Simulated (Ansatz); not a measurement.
# MoP: the cost of one run

All numbers are computed with Ansatz 0.2.0, driven from Python. The levels of theory stand in the script.

## 1. The system

It takes space group P-6m2 (No. 187, hexagonal). Conventional cell: a = 3.223 Å, b = 3.223 Å, c = 3.191 Å, α = 90.00°, β = 90.00°, γ = 120.00°. Mo (site symmetry -6m2) has 6 P at 2.45 Å in its first shell of neighbours. Around P (site symmetry -6m2) lie 6 Mo at 2.45 Å.

mop.cif, read by the script:

```cif
data_MoP
_cell_length_a 3.223000
_cell_length_b 3.223000
_cell_length_c 3.191000
_cell_angle_alpha 90.00000
_cell_angle_beta 90.00000
_cell_angle_gamma 120.00000
_symmetry_space_group_name_H-M 'P 1'
_symmetry_Int_Tables_number 1
loop_
_symmetry_equiv_pos_as_xyz
'x, y, z'
loop_
_atom_site_label
_atom_site_type_symbol
_atom_site_fract_x
_atom_site_fract_y
_atom_site_fract_z
Mo1 Mo    0.000000    0.000000    0.000000
P2 P    0.333333    0.666667    0.500000
```

## 2. The code

mop_lattice.py reads:

```python
"""How the lattice of MoP depends on the functional."""

import warnings

import ansatz as az
from ase.io import read
import numpy as np

def edges_and_angles(cell):
    cell = np.asarray(cell)
    a, b, c = np.linalg.norm(cell, axis=1)
    cosines = cell[1] @ cell[2] / (b * c), cell[0] @ cell[2] / (a * c), cell[0] @ cell[1] / (a * b)
    return (a, b, c, *np.degrees(np.arccos(cosines)))

warnings.simplefilter("ignore", az.DeckWarning)

atoms = read("mop.cif")
cell = az.Crystal.from_ase(atoms)

job = (
    cell.calculation()
    .kpoints(length=37)
    .occupations("Gaussian", width=0.15)
    .scf(tolerance=1e-09)
    .relax(cell=True)
)

levels = [("pbe", "d4"), ("lda", "none"), ("r2scan", "d4")]
print("level            a       b       c    alpha   beta  gamma  V/atom  steps")
for name, dispersion in levels:
    seen = []
    run = job.functional(name, dispersion=dispersion).session().plan()
    res = run.execute(on_event=lambda e: seen.append(e) if e["event"] == "relax_step" else None)
    cell = res.lattice.cell_ang
    label = name if dispersion == "none" else f"{name}+{dispersion}"
    print("{:13s} {:7.4f} {:7.4f} {:7.4f} {:6.2f} {:6.2f} {:6.2f}".format(label, *edges_and_angles(cell)), f"{abs(np.linalg.det(cell)) / len(res.lattice.sites):7.3f} {len(seen):5d}")
```

## 3. Running it

Started as:

```console
$ python mop_lattice.py
```

**Question.** How long does this script take on 1 thread of Arm Neoverse V1, shared host, and how much memory does it need?

About 1.9 min, with a peak of 0.6 GiB.
